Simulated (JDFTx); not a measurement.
A run of JDFTx 1.7.0 (patched build) is set up as follows.

File bands.in:

```
lattice \
    3.8136952200     0.0000000000     0.0000000000 \
    0.0000000000     3.8136952200     0.0000000000 \
    0.0000000000     0.0000000000     4.8869133000
latt-scale 1.889726124626 1.889726124626 1.889726124626
coords-type Lattice
ion Sn     0.5000000000     0.0000000000     0.7646261400 1
ion Sn     0.0000000000     0.5000000000     0.2353738600 1
ion O      0.0000000000     0.0000000000     0.0000000000 1
ion O      0.5000000000     0.5000000000     0.0000000000 1

ion-species pseudo/Sn.upf
ion-species pseudo/O.upf
elec-cutoff 42 336
elec-ex-corr gga-x-b88 gga-c-lyp
elec-smearing Fermi 0.0018374661
elec-n-bands 27
electronic-minimize nIterations 30 energyDiffThreshold 1e-06
davidson-band-ratio 1.3
forces-output-coords Cartesian
include path.kpoints
symmetries none
fix-electron-density run.$VAR

dump-name bands.$VAR
dump End Ecomponents EigStats BandEigs Kpoints Forces
```

Contents of path.kpoints:

```
kpoint +0.0000000000 +0.0000000000 +0.0000000000 0.020000000000
kpoint +0.0000000000 +0.1250000000 +0.0000000000 0.020000000000
kpoint +0.0000000000 +0.2500000000 +0.0000000000 0.020000000000
kpoint +0.0000000000 +0.3750000000 +0.0000000000 0.020000000000
kpoint +0.0000000000 +0.5000000000 +0.0000000000 0.020000000000
kpoint +0.1000000000 +0.5000000000 +0.0000000000 0.020000000000
kpoint +0.2000000000 +0.5000000000 +0.0000000000 0.020000000000
kpoint +0.3000000000 +0.5000000000 +0.0000000000 0.020000000000
kpoint +0.4000000000 +0.5000000000 +0.0000000000 0.020000000000
kpoint +0.5000000000 +0.5000000000 +0.0000000000 0.020000000000
kpoint +0.4285714286 +0.4285714286 +0.0000000000 0.020000000000
kpoint +0.3571428571 +0.3571428571 +0.0000000000 0.020000000000
kpoint +0.2857142857 +0.2857142857 +0.0000000000 0.020000000000
kpoint +0.2142857143 +0.2142857143 +0.0000000000 0.020000000000
kpoint +0.1428571429 +0.1428571429 +0.0000000000 0.020000000000
kpoint +0.0714285714 +0.0714285714 +0.0000000000 0.020000000000
kpoint +0.0000000000 +0.0000000000 +0.0000000000 0.020000000000
kpoint +0.0000000000 +0.0000000000 +0.1250000000 0.020000000000
kpoint +0.0000000000 +0.0000000000 +0.2500000000 0.020000000000
kpoint +0.0000000000 +0.0000000000 +0.3750000000 0.020000000000
kpoint +0.0000000000 +0.0000000000 +0.5000000000 0.020000000000
kpoint +0.0000000000 +0.1000000000 +0.5000000000 0.020000000000
kpoint +0.0000000000 +0.2000000000 +0.5000000000 0.020000000000
kpoint +0.0000000000 +0.3000000000 +0.5000000000 0.020000000000
kpoint +0.0000000000 +0.4000000000 +0.5000000000 0.020000000000
kpoint +0.0000000000 +0.5000000000 +0.5000000000 0.020000000000
kpoint +0.1000000000 +0.5000000000 +0.5000000000 0.020000000000
kpoint +0.2000000000 +0.5000000000 +0.5000000000 0.020000000000
kpoint +0.3000000000 +0.5000000000 +0.5000000000 0.020000000000
kpoint +0.4000000000 +0.5000000000 +0.5000000000 0.020000000000
kpoint +0.5000000000 +0.5000000000 +0.5000000000 0.020000000000
kpoint +0.4444444444 +0.4444444444 +0.5000000000 0.020000000000
kpoint +0.3888888889 +0.3888888889 +0.5000000000 0.020000000000
kpoint +0.3333333333 +0.3333333333 +0.5000000000 0.020000000000
kpoint +0.2777777778 +0.2777777778 +0.5000000000 0.020000000000
kpoint +0.2222222222 +0.2222222222 +0.5000000000 0.020000000000
kpoint +0.1666666667 +0.1666666667 +0.5000000000 0.020000000000
kpoint +0.1111111111 +0.1111111111 +0.5000000000 0.020000000000
kpoint +0.0555555556 +0.0555555556 +0.5000000000 0.020000000000
kpoint +0.0000000000 +0.0000000000 +0.5000000000 0.020000000000
kpoint +0.0000000000 +0.5000000000 +0.0000000000 0.020000000000
kpoint +0.0000000000 +0.5000000000 +0.1250000000 0.020000000000
kpoint +0.0000000000 +0.5000000000 +0.2500000000 0.020000000000
kpoint +0.0000000000 +0.5000000000 +0.3750000000 0.020000000000
kpoint +0.0000000000 +0.5000000000 +0.5000000000 0.020000000000
kpoint +0.5000000000 +0.5000000000 +0.0000000000 0.020000000000
kpoint +0.5000000000 +0.5000000000 +0.1250000000 0.020000000000
kpoint +0.5000000000 +0.5000000000 +0.2500000000 0.020000000000
kpoint +0.5000000000 +0.5000000000 +0.3750000000 0.020000000000
kpoint +0.5000000000 +0.5000000000 +0.5000000000 0.020000000000
```

Potentials or basis: PseudoDojo-SR-PBE-0.5-standard with smoothed tails.

Run with:

```sh
$ jdftx -c 1 -i bands.in -o bands.out
```

Problem. Predict the band gap along the path.

Solution. 0.36 eV, indirect (least direct gap 2.20 eV).

Levels at the corners of the path, in eV from the valence-band top:
| point | band 18 | band 19 | band 20 | band 21 | band 22 | band 23 |
| --- | --- | --- | --- | --- | --- | --- |
| Γ | -3.05 | -3.05 | 0.00 | 2.22 | 4.44 | 4.80 |
| X | -4.67 | -2.57 | -2.57 | 3.25 | 3.25 | 5.94 |
| M | -2.39 | -1.90 | -1.90 | 0.36 | 0.36 | 4.74 |
| Γ | -3.05 | -3.05 | 0.00 | 2.22 | 4.44 | 4.80 |
| Z | -3.07 | -3.07 | -2.11 | 1.86 | 3.12 | 3.12 |
| R | -4.64 | -1.68 | -1.68 | 2.69 | 2.69 | 5.50 |
| A | -2.60 | -2.39 | -2.39 | 2.57 | 2.57 | 4.09 |
| Z | -3.07 | -3.07 | -2.11 | 1.86 | 3.12 | 3.12 |
| X | -4.67 | -2.57 | -2.57 | 3.25 | 3.25 | 5.94 |
| R | -4.64 | -1.68 | -1.68 | 2.69 | 2.69 | 5.50 |
| M | -2.39 | -1.90 | -1.90 | 0.36 | 0.36 | 4.74 |
| A | -2.60 | -2.39 | -2.39 | 2.57 | 2.57 | 4.09 |

Caveat: spin-orbit coupling is left out, which moves the levels of the heavy elements.
